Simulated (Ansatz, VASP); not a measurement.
## Cs in VASP and in Ansatz

The input INCAR:

```
SYSTEM = Cs
PREC = Accurate
ENCUT = 520
EDIFF = 1E-7
ISMEAR = -1
SIGMA = 0.05
LREAL = .FALSE.
LASPH = .TRUE.
NELM = 80
ALGO = Normal
ISIF = 2
LWAVE = .FALSE.
LCHARG = .FALSE.
GGA = PE
NBANDS = 16
```

KPOINTS

```
regular mesh
0
G
  7 7 7
  0 0 0
```

Contents of POSCAR:

```
Cs
1.0
   -2.5017123618      2.5017123618      9.4001737211
    2.5017123618     -2.5017123618      9.4001737211
    2.5017123618      2.5017123618     -9.4001737211
Cs
2
Direct
    0.5000000000      0.5000000000      0.0000000000
    0.2500000000      0.7500000000      0.5000000000
```

input.yaml

```yaml
crystal:
  lattice:
    - [-2.5017123618, 2.5017123618, 9.4001737211]
    - [2.5017123618, -2.5017123618, 9.4001737211]
    - [2.5017123618, 2.5017123618, -9.4001737211]
  atoms:
    - { symbol: Cs, position: [0.5, 0.5, 0.0] }
    - { symbol: Cs, position: [0.25, 0.75, 0.5] }
hamiltonian:
  xc: pbe
  pseudopotentials: { kind: paw }
kpoints:
  mp_grid: { grid: [7, 7, 7] }
scf:
  occupations: { method: fermi_dirac, width: 0.05 }
output:
  forces: true
  stress: true
  eigenvalues: true
```

Change from the starting cell: volume scaled by 0.94.

Alike in both runs: task single point; functional PBE; k mesh 7 × 7 × 7; occupations fermi-dirac, width 0.05 eV; no spin polarisation.

|  | VASP | Ansatz |
| --- | --- | --- |
| version | VASP 6.6.1 | Ansatz 0.2.0 |
| potentials or method | VASP PAW PBE potentials, release 64 (Cs_sv) | Ansatz PAW |
| plane-wave cutoff (eV) | 520 | 420 |
| valence electrons in the cell | 18 | 18 |

```tsv
	VASP	Ansatz	Ansatz less VASP
gap on the k mesh at the Fermi level (eV)	none	none	-
pressure (GPa)	0.1	0.1	+0.01
largest component of the traceless stress (GPa)	0.09	0.09	0.000
```

A gap of «none» marks a metal or a gap that the smearing closes. The functional is the same, so the differences come from potentials, cutoffs and numerics.

The runs have no spin-orbit coupling, so splittings on Cs are missing.
